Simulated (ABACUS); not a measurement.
# SnO2 (Cassiterite) (P4_2/mnm) in ABACUS: further runs

Runs on SnO2 (Cassiterite). Level: PBEsol. Tasks: equation of state.

Everything below comes from runs of ABACUS 3.10.1. Logs are shortened: lines on timing, memory, paths and dates and some standing lists are left out, and cuts for length are marked.

## 1. The structure

It takes space group P4_2/mnm (No. 136, tetragonal). The conventional cell has a = 4.738 Å, b = 4.738 Å, c = 3.187 Å, α = 90.00°, β = 90.00°, γ = 90.00°. Around Sn (site symmetry mmm) lie 6 O at 2.05 to 2.06 Å. Around O (site symmetry m2m) lie 3 Sn at 2.05 to 2.06 Å.

## 2. Equation of state, PBEsol, 11.21 Å³/atom (volume scaled by 0.94)

run_abacus.py reads:

```python
"""ABACUS run from a structure file: ASE reads it, the script writes STRU, KPT and INPUT."""
import re
import subprocess
import spglib
from ase import Atoms
from ase.io import read
from ase.units import Bohr

atoms = read("SnO2.cif")
cell, frac, numbers = spglib.standardize_cell((atoms.cell[:], atoms.get_scaled_positions(), atoms.numbers), to_primitive=True, symprec=1e-4)
atoms = Atoms(numbers=numbers, cell=cell, scaled_positions=frac, pbc=True)  # the primitive cell
atoms = atoms[(-atoms.numbers).argsort(kind="stable")]  # ABACUS lists atoms element by element
pseudo = {'Sn': 'Sn_ONCV_PBE-1.2.upf', 'O': 'O_ONCV_PBE-1.2.upf'}
orbital = {}
magmoms = None
kmesh = [5, 5, 6]
params = {
    'suffix': 'SnO2',
    'calculation': 'scf',
    'basis_type': 'pw',
    'pseudo_dir': './',
    'symmetry': 1,
    'dft_functional': 'pbesol',
    'ecutwfc': 84,
    'pseudo_rcut': 7,
    'nspin': 1,
    'nbands': 32,
    'ks_solver': 'dav',
    'smearing_method': 'fd',
    'smearing_sigma': 0.00367493,
    'scf_thr': 1e-08,
    'scf_nmax': 100,
    'mixing_type': 'broyden',
    'mixing_beta': 0.7,
    'cal_force': 1,
    'cal_stress': 1,
    'kpar': 4,
}

symbols = atoms.get_chemical_symbols()
elements = list(dict.fromkeys(symbols))
lines = ["ATOMIC_SPECIES"] + [f"{e} {atoms.get_masses()[symbols.index(e)]:.4f} {pseudo[e]}" for e in elements]
if orbital:
    lines += ["", "NUMERICAL_ORBITAL"] + [orbital[e] for e in elements]
lines += ["", "LATTICE_CONSTANT", f"{1 / Bohr:.10f}", "", "LATTICE_VECTORS"]
lines += [" ".join(f"{x:.10f}" for x in v) for v in atoms.cell]
lines += ["", "ATOMIC_POSITIONS", "Direct"]
for e in elements:
    lines += ["", e, "0.0", str(symbols.count(e))]
    for i, p in enumerate(atoms.get_scaled_positions(wrap=False)):
        if symbols[i] == e:
            mag = "" if magmoms is None else " mag " + " ".join(str(x) for x in (magmoms[i] if isinstance(magmoms[i], list) else [magmoms[i]]))
            lines.append(" ".join(f"{x:.10f}" for x in p) + " 1 1 1" + mag)
open("STRU", "w").write("\n".join(lines) + "\n")
open("KPT", "w").write("K_POINTS\n0\nGamma\n%d %d %d 0 0 0\n" % tuple(kmesh))
open("INPUT", "w").write("INPUT_PARAMETERS\n" + "".join(f"{k:<20s}{v}\n" for k, v in params.items()))

done = subprocess.run(['mpirun', '-np', '4', 'abacus'])
if done.returncode:
    raise SystemExit(done.returncode)
log = open("OUT.SnO2/running_scf.log").read()
print("final energy (eV):", re.findall(r"FINAL_ETOT_IS (\S+)", log))
```

SnO2.cif reads:

```cif
data_SnO2
_cell_length_a 4.64127898
_cell_length_b 4.64127898
_cell_length_c 3.12145114
_cell_angle_alpha 90.00000000
_cell_angle_beta 90.00000000
_cell_angle_gamma 90.00000000
_space_group_name_H-M_alt 'P4_2/mnm'
_space_group_name_Hall '-P 4n 2n'
_space_group_IT_number 136
loop_
_space_group_symop_operation_xyz
'x,y,z'
'-x,-y,-z'
'-y+1/2,x+1/2,z+1/2'
'y+1/2,-x+1/2,-z+1/2'
'-x,-y,z'
'x,y,-z'
'y+1/2,-x+1/2,z+1/2'
'-y+1/2,x+1/2,-z+1/2'
'x+1/2,-y+1/2,-z+1/2'
'-x+1/2,y+1/2,z+1/2'
'-y,-x,-z'
'y,x,z'
'-x+1/2,y+1/2,-z+1/2'
'x+1/2,-y+1/2,z+1/2'
'y,x,-z'
'-y,-x,z'
loop_
_atom_site_label
_atom_site_type_symbol
_atom_site_symmetry_multiplicity
_atom_site_Wyckoff_symbol
_atom_site_fract_x
_atom_site_fract_y
_atom_site_fract_z
_atom_site_occupancy
Sn1 Sn 2 a 0.5000000000 0.5000000000 0.5000000000 1
O1 O 4 f 0.8071000000 0.1929000000 0.5000000000 1
```

Potentials or basis: SG15 ONCV 1.2 PBE, plane waves.

On the command line:

```sh
$ OMP_NUM_THREADS=1 python run_abacus.py > log
```

running log:

```text
ABACUS v3.10.1

               Atomic-orbital Based Ab-initio Computation at UStc

 ------------------------------------------------------------------------------------

 READING GENERAL INFORMATION
                           global_out_dir = OUT.SnO2/
                           global_in_card = INPUT
                               pseudo_dir = ./
                              orbital_dir =
                                    DSIZE = 4
                                    GSIZE = 1

 READING UNITCELL INFORMATION
                                    ntype = 2
                  lattice constant (Bohr) = 1.88973
              lattice constant (Angstrom) = 1

 READING ATOM TYPE 1
                               atom label = Sn
                      L=0, number of zeta = 1
                      L=1, number of zeta = 1
                      L=2, number of zeta = 1
             number of atom for this type = 2

 READING ATOM TYPE 2
                               atom label = O
                      L=0, number of zeta = 1
                      L=1, number of zeta = 1
                      L=2, number of zeta = 1
             number of atom for this type = 4

                        TOTAL ATOM NUMBER = 6
DIRECT COORDINATES
    atom                   x                   y                   z     mag                  vx                  vy                  vz
taud_Sn1            0.5000000000        0.5000000000        0.5000000000  0.0000        0.0000000000        0.0000000000        0.0000000000
taud_Sn2            0.0000000000        0.0000000000        0.0000000000  0.0000        0.0000000000        0.0000000000        0.0000000000
taud_O1            0.8071000000        0.1929000000        0.5000000000  0.0000        0.0000000000        0.0000000000        0.0000000000
taud_O2            0.1929000000        0.8071000000        0.5000000000  0.0000        0.0000000000        0.0000000000        0.0000000000
taud_O3            0.3071000000        0.3071000000        0.0000000000  0.0000        0.0000000000        0.0000000000        0.0000000000
taud_O4            0.6929000000        0.6929000000        0.0000000000  0.0000        0.0000000000        0.0000000000        0.0000000000

                          Volume (Bohr^3) = 453.762
                             Volume (A^3) = 67.2406

 Lattice vectors: (Cartesian coordinate: in unit of a_0)
             +4.64128                  +0                  +0
                   +0            +4.64128                  +0
                   +0                  +0            +3.12145
 Reciprocal vectors: (Cartesian coordinate: in unit of 2 pi/a_0)
            +0.215458                  -0                  +0
                   -0           +0.215458                  -0
                   +0                  -0           +0.320364
 The esolver type has been set to : ksdft_pw

                PAO radial cut off (Bohr) = 7

 Read in pseudopotential file is Sn_ONCV_PBE-1.2.upf
                     pseudopotential type = NC
          exchange-correlation functional = PBE
                 nonlocal core correction = 0
                        valence electrons = 14
                                     lmax = 2
                           number of zeta = 0
                     number of projectors = 6
                           L of projector = 0
                           L of projector = 0
                           L of projector = 1
                           L of projector = 1
                           L of projector = 2
                           L of projector = 2
 XC functional updated to : pbesol
          exchange-correlation functional = PBESOL
                PAO radial cut off (Bohr) = 7

 Read in pseudopotential file is O_ONCV_PBE-1.2.upf
                     pseudopotential type = NC
          exchange-correlation functional = PBE
                 nonlocal core correction = 0
                        valence electrons = 6
                                     lmax = 1
                           number of zeta = 0
                     number of projectors = 4
                           L of projector = 0
                           L of projector = 0
                           L of projector = 1
                           L of projector = 1
 XC functional updated to : pbesol
          exchange-correlation functional = PBESOL
     initial pseudo atomic orbital number = 0

 SETUP THE ELECTRONS NUMBER
            electron number of element Sn = 14
      total electron number of element Sn = 28
             electron number of element O = 6
       total electron number of element O = 24
            AUTOSET number of electrons:  = 52
                           occupied bands = 26
                                   NBANDS = 32
                                   NLOCAL = 54

%%%%%%%%%%%%%%%%%%%%%%%%%%%%%%%%%%%%%%%%%%%%%%%%%%%%%%%%%%%%%%%%%%%%%%%%%%%%%%%%%%%%%%%%%%%%%%%%%%%%%%%%%%
 Warning: the number of valence electrons in pseudopotential > 4 for Sn: [Kr] 4d10 5s2 5p2
 Pseudopotentials with additional electrons can yield (more) accurate outcomes, but may be less efficient.
[... 67 lines left out ...]
               POINT GROUP IN SPACE GROUP = D_4h

 SETUP K-POINTS
                                    nspin = 1
                   Input type of k points = Monkhorst-Pack(Gamma)
                                   nkstot = 150
                       right hand lattice = 1
(for reciprocal lattice: )
                             BRAVAIS TYPE = 5
                     BRAVAIS LATTICE NAME = 05. Tetrogonal P (simple)
                                    ibrav = 5
                       right hand lattice = 1
(for k-lattice: )
                             BRAVAIS TYPE = 5
                     BRAVAIS LATTICE NAME = 05. Tetrogonal P (simple)
                                    ibrav = 5
                       right hand lattice = 1
                        ROTATION MATRICES = 16
                               nkstot_ibz = 24
K-POINTS REDUCTION ACCORDING TO SYMMETRY
     IBZ    DIRECT_X    DIRECT_Y    DIRECT_Z  WEIGHT  ibz2bz
       1  0.00000000  0.00000000  0.00000000  0.0067       0
       2  0.20000000  0.00000000  0.00000000  0.0267       1
       3  0.40000000  0.00000000  0.00000000  0.0267       2
       4  0.20000000  0.20000000  0.00000000  0.0267       6
       5  0.40000000  0.20000000  0.00000000  0.0533       7
       6  0.40000000  0.40000000  0.00000000  0.0267      12
[... 16 lines left out ...]
      23  0.40000000  0.20000000  0.50000000  0.0533      82
      24  0.40000000  0.40000000  0.50000000  0.0267      87

                               nkstot now = 24
[... K-POINTS DIRECT COORDINATES: 24 rows ...]

           k-point number in this process = 6
       minimum distributed K point number = 6
[... stars of the k points ...]

[... K-POINTS CARTESIAN COORDINATES: 6 rows ...]

[... K-POINTS DIRECT COORDINATES: 6 rows ...]

 SETUP PLANE WAVES FOR WAVE FUNCTIONS
     energy cutoff for wavefunc (unit:Ry) = 84
              fft grid for wave functions = [ 54, 54, 36 ]
                    number of plane waves = 6641
                         number of sticks = 561

 PARALLEL PW FOR WAVE FUNCTIONS
     PROC   COLUMNS(POT)             PW
        1            561           6641
 --------------- sum -------------------
        1            561           6641

 SETUP NONLOCAL PSEUDOPOTENTIALS IN PLANE WAVE BASIS
 Sn non-local projectors:
 projector 1 L=0
 projector 2 L=0
 projector 3 L=1
 projector 4 L=1
 projector 5 L=2
 projector 6 L=2
 O non-local projectors:
 projector 1 L=0
 projector 2 L=0
 projector 3 L=1
 projector 4 L=1
      TOTAL NUMBER OF NONLOCAL PROJECTORS = 68

 Init Non-Local PseudoPotential table :
 Init Non-Local-Pseudopotential done.

                                     npwx = 5922

 -------------------------------------------
 SELF-CONSISTENT
 -------------------------------------------
                                 init_chg = atomic

 PW ALGORITHM --------------- ION=   1  ELEC=   1--------------------------------

 Density error is 1.40871160417
                          Error Threshold = 0.01
----------------------------------------------------------
     Energy           Rydberg                 eV
----------------------------------------------------------
 E_KohnSham     -367.9034645480      -5005.5834317936
 E_Harris       -364.0909207467      -4953.7111122218
 E_Fermi        0.8202601454         11.1602118203
----------------------------------------------------------
[... 63 lines left out ...]
 Density error is 1.66607129125e-09
                          Error Threshold = 2.67986446345e-10
----------------------------------------------------------
     Energy           Rydberg                 eV
----------------------------------------------------------
 E_KohnSham     -368.4626591710      -5013.1916649574
 E_KS(sigma->0) -368.4626591710      -5013.1916649573
 E_Harris       -368.4623469780      -5013.1874173539
 E_band         0.8491468124         11.5532350876
 E_one_elec     -70.2352620461       -955.5997643494
 E_Hartree      73.1665357446        995.4817890475
 E_xc           -57.5532889345       -783.0526681501
 E_Ewald        -313.8406439350      -4270.0210215051
 E_entropy(-TS) -0.0000000000        -0.0000000002
 E_descf        0.0000000000         0.0000000000
 E_exx          0.0000000000         0.0000000000
 E_Fermi        0.9520753404         12.9536495542
----------------------------------------------------------

 charge density convergence is achieved
 final etot is -5013.191665 eV
 EFERMI = 12.953649554 eV

 STATE ENERGY(eV) AND OCCUPATIONS    NSPIN == 1
 1/6 kpoint (Cartesian) = 0.0000 0.0000 0.0000 (5877 pws)
       1       -9.33410      0.0133333
       2       -8.47449      0.0133333
       3       -7.96159      0.0133333
       4       -7.96159      0.0133333
       5       -7.94151      0.0133333
       6       -7.84816      0.0133333
[... 194 lines left out ...]
      31        23.3828        0.00000
      32        23.6768        0.00000

------------------------------------------------------------------------------------------
 TOTAL-FORCE (eV/Angstrom)
------------------------------------------------------------------------------------------
                       Sn1         0.0000000000         0.0000000000         0.0000000000
                       Sn2         0.0000000000         0.0000000000         0.0000000000
                        O1        -0.3319595306         0.3319595306         0.0000000000
                        O2         0.3319595306        -0.3319595306         0.0000000000
                        O3        -0.3319595306        -0.3319595306         0.0000000000
                        O4         0.3319595306         0.3319595306         0.0000000000
------------------------------------------------------------------------------------------

----------------------------------------------------------------
 TOTAL-STRESS (KBAR)
----------------------------------------------------------------
       164.7430003203         0.0000000000         0.0000000000
         0.0000000000       164.7430003203         0.0000000000
         0.0000000000         0.0000000000       230.4176162709
----------------------------------------------------------------
 TOTAL-PRESSURE: 186.634539 KBAR

 --------------------------------------------
 !FINAL_ETOT_IS -5013.1916649573586255 eV
 --------------------------------------------
```

It took 17 s on 4 MPI ranks of Intel Xeon 6975P-C (Granite Rapids), shared host; peak memory 0.52 GiB.

Results:

```yaml
Free_energy: -5013.1917 eV
Pressure: 18.7 GPa
Largest_force: 0.469 eV/Å
Band_gap_on_the_k_mesh: 1.90 eV, direct
```

Caveat: the potentials were made for another functional, which shifts forces and pressure; spin-orbit coupling is left out, which moves the levels of the heavy elements.

## 3. Equation of state, PBEsol, 11.68 Å³/atom (volume scaled by 0.98)

run_abacus.py is that of step 2.

Changes to SnO2.cif since step 2:

```diff
@@ -1,5 +1,5 @@
 data_SnO2
-_cell_length_a 4.64127898
-_cell_length_b 4.64127898
-_cell_length_c 3.12145114
+_cell_length_a 4.70620038
+_cell_length_b 4.70620038
+_cell_length_c 3.16511345
 _cell_angle_alpha 90.00000000
```

Potentials or basis: SG15 ONCV 1.2 PBE, plane waves.

On the command line:

```sh
$ OMP_NUM_THREADS=1 python run_abacus.py > log
```

It took 20 s on 4 MPI ranks of Intel Xeon 6975P-C (Granite Rapids), shared host; peak memory 0.56 GiB.

Results (log left out):

```yaml
Free_energy: -5013.4258 eV
Pressure: 7.6 GPa
Largest_force: 0.276 eV/Å
Band_gap_on_the_k_mesh: 1.39 eV, direct
```

Caveat: the potentials were made for another functional, which shifts forces and pressure; spin-orbit coupling is left out, which moves the levels of the heavy elements.

## 4. Equation of state, PBEsol, 12.16 Å³/atom (volume scaled by 1.02)

run_abacus.py is that of step 3.

Changes to SnO2.cif since step 3:

```diff
@@ -1,5 +1,5 @@
 data_SnO2
-_cell_length_a 4.70620038
-_cell_length_b 4.70620038
-_cell_length_c 3.16511345
+_cell_length_a 4.76937840
+_cell_length_b 4.76937840
+_cell_length_c 3.20760326
 _cell_angle_alpha 90.00000000
```

On the command line:

```sh
$ OMP_NUM_THREADS=1 python run_abacus.py > log
```

Run time: 17 s. Hardware: 4 MPI ranks of Intel Xeon 6975P-C (Granite Rapids), shared host; peak memory 0.56 GiB.

Results (log left out):

* Free energy: -5013.4839 eV
* Pressure: -1.1 GPa
* Largest force: 0.111 eV/Å
* Band gap on the k mesh: 0.93 eV, direct

Caveat: the potentials were made for another functional, which shifts forces and pressure; spin-orbit coupling is left out, which moves the levels of the heavy elements.

## 5. Equation of state, PBEsol, 12.64 Å³/atom (volume scaled by 1.06)

run_abacus.py is that of step 4.

Changes to SnO2.cif since step 4:

```diff
@@ -1,5 +1,5 @@
 data_SnO2
-_cell_length_a 4.76937840
-_cell_length_b 4.76937840
-_cell_length_c 3.20760326
+_cell_length_a 4.83092555
+_cell_length_b 4.83092555
+_cell_length_c 3.24899626
 _cell_angle_alpha 90.00000000
```

On the command line:

```sh
$ OMP_NUM_THREADS=1 python run_abacus.py > log
```

Run time: 21 s. Hardware: 4 MPI ranks of Intel Xeon 6975P-C (Granite Rapids), shared host; peak memory 0.56 GiB.

The run converged. Its results:

| Property | Result |
| --- | --- |
| Free energy | -5013.4028 eV |
| Pressure | -8.0 GPa |
| Largest force | 0.031 eV/Å |
| Band gap on the k mesh | 0.50 eV, direct |

Caveat: the potentials were made for another functional, which shifts forces and pressure; spin-orbit coupling is left out, which moves the levels of the heavy elements.

## 6. Equation of state, PBEsol

Potentials or basis: SG15 ONCV 1.2 PBE, plane waves.

No new run: the results of the series are fitted here.

What came out:

| Quantity | Value |
| --- | --- |
| Equilibrium volume | 12.10 Å³/atom |
| Bulk modulus at fixed shape and positions | 203 GPa |
| Pressure derivative of the bulk modulus | 4.9 (rough: it moves with the points fitted) |

Energy against volume, from the lowest point:
| volume (Å³/atom) | energy (meV/atom) |
| --- | --- |
| 11.207 | 48.71 |
| 11.684 | 9.70 |
| 12.161 | 0.00 |
| 12.637 | 13.52 |

Caveat: the cell was scaled at fixed shape and fractional positions, which overstates the stiffness of a crystal with free parameters, most of all of layers and chains; the potentials were made for another functional, which shifts forces and pressure.
